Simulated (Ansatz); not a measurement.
C: random displacements

Level of theory: DFT PBE+D3(BJ), scalar-relativistic, plane waves, PAW in Ansatz. The runs took a 420 eV cutoff, a Γ-centred 18×18×2 mesh and Gaussian smearing (0.15 eV). No spin polarisation. Energies are free energies at this smearing, counted from the undisturbed cell; pressure is positive in compression.

Reference structure (relaxed at this level):

```yaml
crystal:
  lattice:
    - [2.46488, 0.00000, 0.00000]
    - [-1.23244, 2.13465, 0.00000]
    - [0.00000, 0.00000, 20.60609]
  atoms:
    - { symbol: C, position: [0.66667, 0.33333, 0.95199] }
    - { symbol: C, position: [0.66667, 0.33333, 0.45201] }
    - { symbol: C, position: [0.66667, 0.33333, 0.77932] }
    - { symbol: C, position: [0.66667, 0.33333, 0.27934] }
    - { symbol: C, position: [0.00000, 0.00000, 0.61567] }
    - { symbol: C, position: [0.33333, 0.66667, 0.27932] }
    - { symbol: C, position: [0.00000, 0.00000, 0.11567] }
    - { symbol: C, position: [0.66667, 0.33333, 0.61567] }
    - { symbol: C, position: [0.33333, 0.66667, 0.77934] }
    - { symbol: C, position: [0.33333, 0.66667, 0.11567] }
    - { symbol: C, position: [0.33333, 0.66667, 0.45199] }
    - { symbol: C, position: [0.33333, 0.66667, 0.95201] }
```

After a displacement of all atoms with no net shift and a strain of the cell, the run gives ΔE = 109.8 meV/atom; stress (xx, yy, zz, yz, xz, xy; compression positive) (3.25, 7.48, -1.01, -0.69, 0.90, -6.57) GPa; gap on the mesh 0.19 eV.

```csv
atom,Fx (eV/Å),Fy,Fz
C1,2.287,4.190,-0.324
C2,-2.328,-1.398,-1.316
C3,2.258,-1.098,-0.173
C4,-1.577,0.457,0.833
C5,2.222,1.492,0.937
C6,1.582,-0.453,-0.818
C7,-8.709,2.145,1.187
C8,-2.219,-1.494,-0.924
C9,-2.257,1.106,0.181
C10,8.701,-2.139,-1.179
C11,2.325,1.391,1.291
C12,-2.286,-4.198,0.306
```

Q: Which displacements (Å, in the unstrained cell) and strain were applied?

A:
```
atom ux uy uz
  C1  -0.06  -0.10   0.02
  C2   0.06  -0.04   0.08
  C3   0.02   0.00  -0.01
  C4   0.04   0.08  -0.04
  C5  -0.06   0.03  -0.04
  C6   0.01   0.09   0.01
  C7   0.05  -0.01  -0.05
  C8  -0.02   0.06   0.02
  C9   0.05  -0.02  -0.02
 C10  -0.10   0.00   0.03
 C11   0.01  -0.07   0.00
 C12  -0.01  -0.03   0.01
```
Strain (Voigt, engineering shear): (0.0016, -0.0026, 0.0234, -0.0421, -0.0123, 0.0063).

Cost: 1 run of about 3.3 core-minutes, on Intel Xeon Processor @ 2.50GHz (Skylake/Cascade Lake) (shared hosts).